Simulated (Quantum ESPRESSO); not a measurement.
# Ag (Fm-3m) in Quantum ESPRESSO: a series of runs, part 2 of 2

Quantum ESPRESSO 7.5. Earlier steps stand in the parts before.

## (4) Single point, PBE+D3(BJ), 16.37 Å³/atom

The input, pw.in:

```
&CONTROL
  calculation = 'scf'
  prefix = 'pwscf'
  outdir = './tmp'
  pseudo_dir = './pseudo'
  tprnfor = .true.
  tstress = .true.
  disk_io = 'nowf'
/
&SYSTEM
  ibrav = 0
  nat = 1
  ntyp = 1
  ecutwfc = 82
  nbnd = 16
  occupations = 'smearing'
  smearing = 'fd'
  degauss = 0.00367493
  vdw_corr = 'grimme-d3'
  dftd3_version = 4
/
&ELECTRONS
  conv_thr = 2d-10
  electron_maxstep = 120
  mixing_beta = 0.5
/
ATOMIC_SPECIES
Ag   107.8682 Ag.upf
CELL_PARAMETERS angstrom
   0.0000000000    2.0151418859    2.0151418859
   2.0151418859    0.0000000000    2.0151418859
   2.0151418859    2.0151418859    0.0000000000
ATOMIC_POSITIONS crystal
Ag     0.0000000000    0.0000000000    0.0000000000
K_POINTS automatic
11 11 11 0 0 0
```

On the command line:

```console
$ OMP_NUM_THREADS=1 pw.x -in pw.in > pw.out
```

Run time: 8.5 s. Hardware: 1 thread of Intel Xeon 6975P-C (Granite Rapids), shared host; peak memory 0.09 GiB.

Results (log left out):

```yaml
Free_energy: -4218.7919 eV
Pressure: 4.7 GPa
Band_gap_on_the_k_mesh: none (metal or under the smearing width)
```

Caveat: pairwise dispersion overbinds metals, which lowers pressure and volume.

## (5) Single point, PBE+D3(BJ), 16.71 Å³/atom

pw.in: that of step 4 with these lines changed.

```diff
@@ -29,5 +29,5 @@
 CELL_PARAMETERS angstrom
-   0.0000000000    2.0151418859    2.0151418859
-   2.0151418859    0.0000000000    2.0151418859
-   2.0151418859    2.0151418859    0.0000000000
+   0.0000000000    2.0290398554    2.0290398554
+   2.0290398554    0.0000000000    2.0290398554
+   2.0290398554    2.0290398554    0.0000000000
 ATOMIC_POSITIONS crystal
```

On the command line:

```console
$ OMP_NUM_THREADS=1 pw.x -in pw.in > pw.out
```

Run time: 8.3 s. Hardware: 1 thread of Intel Xeon 6975P-C (Granite Rapids), shared host; peak memory 0.09 GiB.

It converged, with:

* Free energy: -4218.7995 eV
* Pressure: 2.0 GPa
* Band gap on the k mesh: none (metal or under the smearing width)

Caveat: pairwise dispersion overbinds metals, which lowers pressure and volume.

## (6) Single point, PBE+D3(BJ), 17.05 Å³/atom

pw.in: that of step 5 with these lines changed.

```diff
@@ -29,5 +29,5 @@
 CELL_PARAMETERS angstrom
-   0.0000000000    2.0290398554    2.0290398554
-   2.0290398554    0.0000000000    2.0290398554
-   2.0290398554    2.0290398554    0.0000000000
+   0.0000000000    2.0427500000    2.0427500000
+   2.0427500000    0.0000000000    2.0427500000
+   2.0427500000    2.0427500000    0.0000000000
 ATOMIC_POSITIONS crystal
```

Potentials or basis: PseudoDojo 0.4.1 SR PBE standard.

On the command line:

```console
$ OMP_NUM_THREADS=1 pw.x -in pw.in > pw.out
```

It took 8.6 s on 1 thread of Intel Xeon 6975P-C (Granite Rapids), shared host; peak memory 0.09 GiB.

It converged, with:

```yaml
Free_energy: -4218.8017 eV
Pressure: -0.3 GPa
Band_gap_on_the_k_mesh: none (metal or under the smearing width)
```

Caveat: pairwise dispersion overbinds metals, which lowers pressure and volume.

## (7) Single point, PBE+D3(BJ), 17.39 Å³/atom

pw.in: that of step 6 with these lines changed.

```diff
@@ -29,5 +29,5 @@
 CELL_PARAMETERS angstrom
-   0.0000000000    2.0427500000    2.0427500000
-   2.0427500000    0.0000000000    2.0427500000
-   2.0427500000    2.0427500000    0.0000000000
+   0.0000000000    2.0562785400    2.0562785400
+   2.0562785400    0.0000000000    2.0562785400
+   2.0562785400    2.0562785400    0.0000000000
 ATOMIC_POSITIONS crystal
```

On the command line:

```console
$ OMP_NUM_THREADS=1 pw.x -in pw.in > pw.out
```

Run time: 8 s. Hardware: 1 thread of Intel Xeon 6975P-C (Granite Rapids), shared host; peak memory 0.09 GiB.

Results (log left out):

```yaml
Free_energy: -4218.7994 eV
Pressure: -2.3 GPa
Band_gap_on_the_k_mesh: none (metal or under the smearing width)
```

Caveat: pairwise dispersion overbinds metals, which lowers pressure and volume.

## (8) Single point, PBE+D3(BJ), 17.73 Å³/atom

pw.in: that of step 7 with these lines changed.

```diff
@@ -29,5 +29,5 @@
 CELL_PARAMETERS angstrom
-   0.0000000000    2.0562785400    2.0562785400
-   2.0562785400    0.0000000000    2.0562785400
-   2.0562785400    2.0562785400    0.0000000000
+   0.0000000000    2.0696313722    2.0696313722
+   2.0696313722    0.0000000000    2.0696313722
+   2.0696313722    2.0696313722    0.0000000000
 ATOMIC_POSITIONS crystal
```

On the command line:

```console
$ OMP_NUM_THREADS=1 pw.x -in pw.in > pw.out
```

It took 8 s on 1 thread of Intel Xeon 6975P-C (Granite Rapids), shared host; peak memory 0.09 GiB.

Results (log left out):

```yaml
Free_energy: -4218.7930 eV
Pressure: -4.0 GPa
Band_gap_on_the_k_mesh: none (metal or under the smearing width)
```

Caveat: pairwise dispersion overbinds metals, which lowers pressure and volume.

## (9) Single point, PBE+D3(BJ), 18.07 Å³/atom

pw.in: that of step 8 with these lines changed.

```diff
@@ -29,5 +29,5 @@
 CELL_PARAMETERS angstrom
-   0.0000000000    2.0696313722    2.0696313722
-   2.0696313722    0.0000000000    2.0696313722
-   2.0696313722    2.0696313722    0.0000000000
+   0.0000000000    2.0828140930    2.0828140930
+   2.0828140930    0.0000000000    2.0828140930
+   2.0828140930    2.0828140930    0.0000000000
 ATOMIC_POSITIONS crystal
```

Potentials or basis: PseudoDojo 0.4.1 SR PBE standard.

On the command line:

```console
$ OMP_NUM_THREADS=1 pw.x -in pw.in > pw.out
```

Wall time 9.8 s (1 thread of Intel Xeon 6975P-C (Granite Rapids), shared host); peak memory 0.09 GiB.

Results (log left out):

```
Free energy            : -4218.7832 eV
Pressure               : -5.5 GPa
Band gap on the k mesh : none (metal or under the smearing width)
```

Caveat: pairwise dispersion overbinds metals, which lowers pressure and volume.

## (10) Equation of state, PBE+D3(BJ)

No new run: the results of the series are fitted here.

Results:

```yaml
Equilibrium_volume: 17.04 Å³/atom
Bulk_modulus: 109 GPa
Pressure_derivative_of_the_bulk_modulus: 6.1
```

Energy against volume, from the lowest point:
```
volume (Å³/atom)  energy (meV/atom)
          16.025              23.48
          16.366               9.83
          16.707               2.24
          17.048               0.00
          17.389               2.35
          17.730               8.73
          18.071              18.52
```
